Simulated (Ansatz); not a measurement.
**AlN: the band gap up the ladder of functionals**

One table from this session's results is given with a row withheld; the runs are named, their logs left out.

The COD entry's cell or inner coordinates are ideal or old and differ from later refinements, so a difference from it is no clean test against experiment.

Code: Ansatz 0.2.0. PAW datasets, plane waves. Spin-unpolarised throughout; all numbers are computed.

**The structure to begin with**

The cell was relaxed beforehand with r2SCAN.

Space group P6_3mc (No. 186), hexagonal; a = 3.107 Å, c = 4.979 Å in the conventional setting, 10.40 Å³ an atom. Near Al stand 4 N at 1.89–1.90 Å; near N stand 4 Al at 1.89–1.90 Å.

The structure in full:

```cif
data_structure
_symmetry_space_group_name_H-M 'P6_3mc'
_symmetry_Int_Tables_number 186
_cell_length_a 3.1067
_cell_length_b 3.1067
_cell_length_c 4.9786
_cell_angle_alpha 90.000
_cell_angle_beta 90.000
_cell_angle_gamma 120.000
_cell_volume 41.61
loop_
_atom_site_label
_atom_site_type_symbol
_atom_site_symmetry_multiplicity
_atom_site_Wyckoff_symbol
_atom_site_fract_x
_atom_site_fract_y
_atom_site_fract_z
_atom_site_occupancy
Al1 Al 2 b 0.33333 0.66667 0.99920 1
N1 N 2 b 0.33333 0.66667 0.38080 1
```

The first run:

Contents of input.yaml:

```yaml
crystal:
  lattice:
    - [3.1066945332, 0.0, 0.0]
    - [-1.5533472666, 2.6904763876, 0.0]
    - [0.0, 0.0, 4.9785887007]
  atoms:
    - { symbol: Al, position: [0.3333333333, 0.6666666667, -0.0007956004] }
    - { symbol: Al, position: [0.6666666667, 0.3333333333, 0.4992043996] }
    - { symbol: "N", position: [0.3333333333, 0.6666666667, 0.3807956004] }
    - { symbol: "N", position: [0.6666666667, 0.3333333333, 0.8807956004] }
kpoints:
  mp_grid: { grid: [12, 12, 6] }
  band_path:
    path:
      - [[0.0, 0.0, 0.0], [0.5, 5.648859728545e-18, -1.378891209815e-34], [0.3333333333333, 0.3333333333333, -9.763987154942e-35], [0.0, 0.0, 0.0], [1.021711831998e-51, 3.508820749964e-52, 0.5], [0.5, 5.648859728545e-18, 0.5], [0.3333333333333, 0.3333333333333, 0.5], [1.021711831998e-51, 3.508820749964e-52, 0.5]]
      - [[0.5, 5.648859728545e-18, 0.5], [0.5, 5.648859728545e-18, -1.378891209815e-34]]
      - [[0.3333333333333, 0.3333333333333, 0.5], [0.3333333333333, 0.3333333333333, -9.763987154942e-35]]
    npoints: 10
hamiltonian:
  xc: pbe
scf:
  occupations: { method: fermi_dirac, width: 0.02 }
  n_extra_bands: 5
output:
  forces: true
  stress: true
  eigenvalues: true
  write_density: true
  write_potential: true
  elf: true
  volumetric_format: npy
```

The run is started by

```
ansatz run input.yaml --threads 2 --pin off --max-ram 4608MiB --backend cpu --events-out ev --progress --plain --runs-dir out
```

Among the steps run: PBE bands along the symmetry lines; Single point with r2SCAN; HSE06 at the same geometry; PBE0; LDA at the same geometry; Quasiparticle levels, G0W0@PBE; G0W0 on PBE; DDH-PBE0; Hartree-Fock; r2SCAN0.

One table of the session follows, with a row left open; its other results are not shown here.

| level | gap (eV) |
| --- | --- |
| PBE | 4.23 |
| r2SCAN | 4.88 |
| HSE06 | ? |
| PBE0 | 6.33 |
| LDA | 4.26 |
| G0W0@PBE (124 empty bands) | 5.83 |
| G0W0@PBE (308 empty bands) | 5.95 |
| DDH-PBE0 | 6.09 |
| Hartree-Fock | 13.55 |
| r2SCAN0 | 6.74 |

Estimate the missing values for HSE06.

**Answer.** gap (eV): 5.60. In the column «gap (eV)» it lies between r2SCAN (4.88) and G0W0@PBE (124 empty bands) (5.83).

Meshes: PBE 12×12×6, r2SCAN 12×12×6, HSE06 6×6×4, PBE0 6×6×4, LDA 12×12×6, DDH-PBE0 6×6×4, Hartree-Fock 6×6×4, r2SCAN0 6×6×4

Caveats from the session: G0W0 here is at a finite number of bands, screening cutoff and k mesh, not at the basis limit. Warnings in the runs' records: stress scf threshold loose, stress exchange threshold loose.
